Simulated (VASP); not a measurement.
# Mg (P6_3/mmc) in VASP: a series of runs

One crystal, Mg, is run at these levels: BLYP+D4, PBEsol; tasks: relaxation of cell and atoms, single point.

All numbers are computed with VASP 6.6.1; they aren't measurements. Logs are shortened: lines on timing, memory, paths and dates and some standing lists are left out, and cuts for length are marked.

**1. The crystal as given**

It takes space group P6_3/mmc (No. 194, hexagonal). The conventional cell has a = 3.209 Å, b = 3.209 Å, c = 5.210 Å, α = 90.00°, β = 90.00°, γ = 120.00°. Mg (site symmetry -6m2) is surrounded by 12 Mg at 3.20 to 3.21 Å.

**2. Relaxation of cell and atoms, BLYP+D4**

Contents of INCAR:

```
PREC = Accurate
ENCUT = 600
EDIFF = 1E-6
ISMEAR = -1
SIGMA = 0.05
LREAL = F
LASPH = T
NELM = 80
ALGO = Fast
ISIF = 3
LWAVE = F
LCHARG = F
GGA = B5
ALDAX = 1.0
AGGAX = 1.0
AGGAC = 1.0
ALDAC = 0.0
IVDW = 13
VDW_S6 = 1.0
VDW_S8 = 2.34076671
VDW_A1 = 0.44488865
VDW_A2 = 4.0933009
IBRION = 2
NSW = 40
EDIFFG = -0.02
```

Contents of KPOINTS:

```
regular mesh
0
Gamma
  10 10 5
```

Contents of POSCAR:

```
Mg
1.0
    3.2093000000      0.0000000000      0.0000000000
   -1.6046500000      2.7793353284      0.0000000000
    0.0000000000      0.0000000000      5.2103000000
Mg
2
Direct
    0.6666666667      0.3333333333      0.7500000000
    0.3333333333      0.6666666667      0.2500000000
```

Potentials or basis: VASP PAW PBE potentials, release 64 (Mg).

The run is started by

```bash
cat potpaw_PBE.64/Mg/POTCAR > POTCAR
mpirun -np 1 vasp_std > vasp.out
```

OUTCAR:

```text
PREC = Accurate
   ENCUT = 600
   EDIFF = 1E-6
   ISMEAR = -1
   LREAL = F
   LASPH = T
   NELM = 80
   ISIF = 3
   GGA = B5
   IVDW = 13
   IBRION = 2
   NSW = 40
   EDIFFG = -0.02

 ion  position               nearest neighbor table
   1  0.667  0.333  0.750-   2 3.20   2 3.20   2 3.20   2 3.20   2 3.20   2 3.20
   2  0.333  0.667  0.250-   1 3.20   1 3.20   1 3.20   1 3.20   1 3.20   1 3.20

  LATTYP: Found a hexagonal cell.
 ALAT       =     3.2093000000
 C/A-ratio  =     1.6235004518

  Lattice vectors:

 A1 = (   3.2093000000,   0.0000000000,   0.0000000000)
 A2 = (  -1.6046500000,   2.7793353284,   0.0000000000)
 A3 = (   0.0000000000,   0.0000000000,   5.2103000000)

Analysis of symmetry for initial positions (statically):
=====================================================================
 Subroutine PRICEL returns:
 Original cell was already a primitive cell.

 Routine SETGRP: Setting up the symmetry group for a
 hexagonal supercell.

 Subroutine GETGRP returns: Found 24 space group operations
 (whereof 12 operations were pure point group operations)
 out of a pool of 24 trial point group operations.

The static configuration has the point symmetry D_3d.
 The point group associated with its full space group is D_6h.

Analysis of symmetry for dynamics (positions and initial velocities):
=====================================================================
 Subroutine PRICEL returns:
 Original cell was already a primitive cell.

 Routine SETGRP: Setting up the symmetry group for a
 hexagonal supercell.

 Subroutine GETGRP returns: Found 24 space group operations
 (whereof 12 operations were pure point group operations)
 out of a pool of 24 trial point group operations.

The dynamic configuration has the point symmetry D_3d.
 The point group associated with its full space group is D_6h.

 Subroutine INISYM returns: Found 24 space group operations
 (whereof 12 operations are pure point group operations),
 and found     1 'primitive' translations

----------------------------------------------------------------------------------------

                                     Primitive cell

  volume of cell :      46.4744

  direct lattice vectors                    reciprocal lattice vectors
     3.209300000  0.000000000  0.000000000     0.311594429  0.179899127  0.000000000
    -1.604650000  2.779335328  0.000000000     0.000000000  0.359798255  0.000000000
     0.000000000  0.000000000  5.210300000     0.000000000  0.000000000  0.191927528

  length of vectors
     3.209300000  3.209300000  5.210300000     0.359798255  0.359798255  0.191927528

  position of ions in fractional coordinates (direct lattice)
     0.666666667  0.333333333  0.750000000
     0.333333333  0.666666667  0.250000000

  ion indices of the primitive-cell ions
   primitive index   ion index
                 1           1
                 2           2

----------------------------------------------------------------------------------------

 KPOINTS: regular mesh

Automatic generation of k-mesh.
 Grid dimensions read from file:
 generate k-points for:   10   10    5

 Generating k-lattice:

  Cartesian coordinates                     Fractional coordinates (reciprocal lattice)
     0.031159443  0.017989913  0.000000000     0.100000000 -0.000000000  0.000000000
     0.000000000  0.035979825  0.000000000     0.000000000  0.100000000  0.000000000
     0.000000000  0.000000000  0.038385506     0.000000000  0.000000000  0.200000000

  Length of vectors
     0.035979825  0.035979825  0.038385506

  Shift w.r.t. Gamma in fractional coordinates (k-lattice)
     0.000000000  0.000000000  0.000000000

 Subroutine IBZKPT returns following result:
 ===========================================

 Found     42 irreducible k-points:

 Following reciprocal coordinates:
            Coordinates               Weight
  0.000000  0.000000  0.000000      1.000000
  0.100000  0.000000  0.000000      6.000000
  0.200000  0.000000  0.000000      6.000000
  0.300000  0.000000  0.000000      6.000000
  0.400000  0.000000  0.000000      6.000000
  0.500000  0.000000  0.000000      3.000000
[... 16 lines left out ...]
  0.300000  0.100000  0.200000     24.000000
  0.400000  0.100000  0.200000     24.000000
 [... further k-points ...]
   k-points           NKPTS =     42   k-points in BZ     NKDIM =     42   number of bands    NBANDS=      6
   number of dos      NEDOS =    301   number of ions     NIONS =      2
   total plane-waves  NPLWV =  32928
   dimension x,y,z NGX =    28 NGY =   28 NGZ =   42
   dimension x,y,z NGXF=    56 NGYF=   56 NGZF=   84
   ions per type =               2
   NGX,Y,Z   is equivalent  to a cutoff of  14.50, 14.50, 13.40 a.u.
   NGXF,Y,Z  is equivalent  to a cutoff of  29.01, 29.01, 26.80 a.u.
 SYSTEM =  unknown system
   PREC   = accura    normal or accurate (medium, high low for compatibility)
   ISTART =      0    job   : 0-new  1-cont  2-samecut
   ICHARG =      2    charge: 1-file 2-atom 10-const
   ISPIN  =      1    spin polarized calculation?
   LNONCOLLINEAR =      F non collinear calculations
   LSORBIT =      F    spin-orbit coupling
   LASPH  =      T    aspherical Exc in radial PAW
   ENCUT  =  600.0 eV  44.10 Ry    6.64 a.u.   6.41  6.41 10.41*2*pi/ulx,y,z
   NELM   =     80;   NELMIN=  2; NELMDL= -5     # of ELM steps
   EDIFF  = 0.1E-05   stopping-criterion for ELM
   LREAL  =      F    real-space projection
   EDIFFG = -.2E-01   stopping-criterion for IOM
   NSW    =     40    number of steps for IOM
   IBRION =      2    ionic relax: 0-MD 1-quasi-New 2-CG
   NFREE  =      1    steps in history (QN), initial steepest desc. (CG)
   ISIF   =      3    stress and relaxation
   ISYM   =      2    0-nonsym 1-usesym 2-fastsym
   POTIM  = 0.5000    time-step for ionic-motion
   TEBEG  =    0.0;   TEEND  =   0.0 temperature during run
   PSTRESS=    0.0 pullay stress
   NELECT =       4.0000    total number of electrons
   NUPDOWN=      -1.0000    fix difference up-down
   EMIN   =  10.00;   EMAX   =-10.00  energy-range for DOS
   EFERMI =   0.00;   METHOD = LEGACY
   ISMEAR =    -1;   SIGMA  =   0.05  broadening in eV -4-tet -1-fermi 0-gaus
   EFERMI_NEDOS =   21; number of points for ismear=-14 and -15
   IALGO  =     68    algorithm
   IMIX   =      4    mixing-type and parameters
     AMIX     =   0.40;   BMIX     =  1.00
     AMIX_MAG =   1.60;   BMIX_MAG =  1.00
  volume/ion in A,a.u.               =      23.24       156.81
  Fermi-wavevector in a.u.,A,eV,Ry     =   0.722809  1.365911  7.108401  0.522453
  Thomas-Fermi vector in A             =   1.812866
   LORBIT       =      0    0 simple, 1 ext, 2 COOP (PROOUT), +10 PAW based schemes
   GGA     = B5    functional components
   LHFCALC =     F    Hartree Fock is set to
   AEXX    =    0.0000 exact exchange contribution
   IVDW    =    13    specifies the selected vdW correction
   LEPSILON=     F    determine dielectric tensor
   LRPA    =     F    only Hartree local field effects (RPA)
 conjugate gradient relaxation of ions
 non-spin polarized calculation
 RMM-DIIS sequential band-by-band and
  energy-cutoff  :      600.00
  volume of cell :       46.47
 maximum number of plane-waves:      1578
 NGX is ok and might be reduce to    28
   NGX = 13   NGY = 13   NGZ = 21

--------------------------------------- Ionic step        1  -------------------------------------------

 number of electron       4.0000000 magnetization

 Free energy of the ion-electron system (eV)
  ---------------------------------------------------
  ext. energy  EPLUGINS =         0.00000000
  ---------------------------------------------------
  free energy    TOTEN  =        -1.48733669 eV

  energy without entropy =       -1.47516042  energy(sigma->0) =       -1.48124855

------------------------ aborting loop because EDIFF is reached ----------------------------------------

  DFT-D4 for vdW energy calculation

  Edisp (eV):   -0.60444

  FORCE on cell =-STRESS in cart. coord.  units (eV):
  Direction    XX          YY          ZZ          XY          YZ          ZX
  --------------------------------------------------------------------------------------
  -------------------------------------------------------------------------------------
  Total       4.00618     4.00618     4.32035    -0.00000     0.00000     0.00000
  in kB     138.11073   138.11073   148.94147    -0.00000     0.00000     0.00000
  external pressure =      141.72 kB  Pullay stress =        0.00 kB
[... 97 lines left out ...]
  FREE ENERGIE OF THE ION-ELECTRON SYSTEM (eV)
  ---------------------------------------------------
  free  energy   TOTEN  =        -1.8726301703 eV

  energy  without entropy=       -1.8618749923  energy(sigma->0) =       -1.86725258

[... ionic steps 4 to 23 ...]

--------------------------------------- Ionic step       24  -------------------------------------------

 number of electron       4.0000000 magnetization

------------------------ aborting loop because EDIFF is reached ----------------------------------------

  DFT-D4 for vdW energy calculation

  Edisp (eV):   -0.60693
[... 69 lines left out ...]
  energy  without entropy=       -2.0922363310  energy(sigma->0) =       -2.09631218

--------------------------------------- Ionic step       26  -------------------------------------------

 number of electron       4.0000000 magnetization

 Free energy of the ion-electron system (eV)
  ---------------------------------------------------
  ext. energy  EPLUGINS =         0.00000000
  ---------------------------------------------------
  free energy    TOTEN  =        -1.49349823 eV

  energy without entropy =       -1.48530227  energy(sigma->0) =       -1.48940025

 E-fermi :   3.0758     XC(G=0):  -8.0117

 val. band max:        3.0409480772   @ k =   0.3000   0.3000   0.4000
 cond. band min:       3.1120329318   @ k =   0.4000   0.1000   0.4000
 fundamental gap:      0.0710848546
 Fermi energy:         3.0758000061

 k-point     1 :       0.0000    0.0000    0.0000
  band No.  band energies     occupation
      1      -3.8557      2.00000
      2       1.2289      2.00000
      3       1.2692      2.00000
      4      14.3635      0.00000
      5      14.3635      0.00000
      6      14.4578      0.00000

 k-point     2 :       0.1000    0.0000    0.0000
  band No.  band energies     occupation
      1      -3.6544      2.00000
      2       1.4132      2.00000
      3       1.4669      2.00000
      4      11.5044      0.00000
      5      12.9112      0.00000
      6      13.5899      0.00000
[... 190 lines left out ...]
 k-point    24 :       0.4000    0.1000    0.2000
  band No.  band energies     occupation
      1       0.4806      2.00000
      2       2.3207      2.00000
      3       3.5681      0.00011
      4       5.3386      0.00000
      5       7.2016      0.00000
      6       8.2679      0.00000

 [... further k-points ...]

------------------------ aborting loop because EDIFF is reached ----------------------------------------

  DFT-D4 for vdW energy calculation

  Edisp (eV):   -0.60690

  FORCE on cell =-STRESS in cart. coord.  units (eV):
  Direction    XX          YY          ZZ          XY          YZ          ZX
  --------------------------------------------------------------------------------------
  -------------------------------------------------------------------------------------
  Total       0.03835     0.03835     0.01808     0.00000     0.00000     0.00000
  in kB       1.32329     1.32329     0.62394     0.00000     0.00000     0.00000
  external pressure =        1.09 kB  Pullay stress =        0.00 kB
[... 17 lines left out ...]
  FREE ENERGIE OF THE ION-ELECTRON SYSTEM (eV)
  ---------------------------------------------------
  free  energy   TOTEN  =        -2.1003964030 eV

  energy  without entropy=       -2.0922004503  energy(sigma->0) =       -2.09629843

 reached required accuracy - stopping structural energy minimisation
```

Run time: 4 min. Hardware: 1 thread of AMD EPYC 9R45 (Zen 5), shared host; peak memory 0.16 GiB.

Results:

```yaml
Free_energy: -2.1004 eV
Relaxed_volume: 23.22 Å³/atom
Relaxed_cell: a = 3.160 Å, b = 3.160 Å, c = 5.370 Å, α = 90.00°, β = 90.00°, γ = 120.00°
Space_group_after_relaxing_to_0.05_Å: P6_3/mmc (No. 194)
Energy_gained_by_relaxing: 4.3 meV/atom
Ionic_steps: 26
Pressure_after_relaxing: 0.1 GPa
Band_gap_on_the_k_mesh: none (metal or under the smearing width)
Dispersion_energy_per_atom: -0.303 eV
```

Step by step:
```tsv
step	energy change (eV)	largest force (eV/Å)	pressure (GPa)	volume (Å³)
1	0.0000	0.0000	14.17	46.47
2	0.4034	0.0000	-5.56	61.71
3	0.2191	0.0000	-5.03	56.18
4	0.1298	0.0000	-4.39	53.14
5	0.0480	0.0000	-3.26	49.74
6	0.0185	0.0000	-2.51	48.09
7	0.0070	0.0000	-2.09	47.28
8	0.0021	0.0000	-1.86	46.87
9	-0.0001	0.0000	-1.74	46.67
10	-0.0011	0.0000	-1.53	46.57
11	-0.0014	0.0000	-0.08	46.52
12	-0.0014	0.0000	0.05	46.52
13	-0.0035	0.0000	-0.15	46.53
14	-0.0072	0.0000	-1.22	46.53
15	-0.0049	0.0000	-1.53	46.50
16	-0.0079	0.0000	-1.49	46.53
17	-0.0084	0.0000	-0.03	46.47
18	-0.0084	0.0000	0.58	46.46
19	-0.0084	0.0000	0.40	46.46
20	-0.0084	0.0000	0.48	46.46
21	-0.0085	0.0000	0.72	46.45
22	-0.0086	0.0000	1.08	46.43
23	-0.0086	0.0000	0.31	46.43
24	-0.0086	0.0000	0.28	46.43
25	-0.0086	0.0000	0.24	46.43
26	-0.0086	0.0000	0.11	46.43
```

Final structure:
```yaml
crystal:
  lattice:
    - [3.15981, 0.00000, 0.00000]
    - [-1.57990, 2.73647, 0.00000]
    - [0.00000, 0.00000, 5.37017]
  atoms:
    - { symbol: Mg, position: [0.66667, 0.33333, 0.75000] }
    - { symbol: Mg, position: [0.33333, 0.66667, 0.25000] }
```

Caveat: the PAW data sets were made with another functional, which shifts forces and pressure a little; pairwise dispersion overbinds metals, which lowers pressure and volume.

(Part 1 of 2 ends here.)
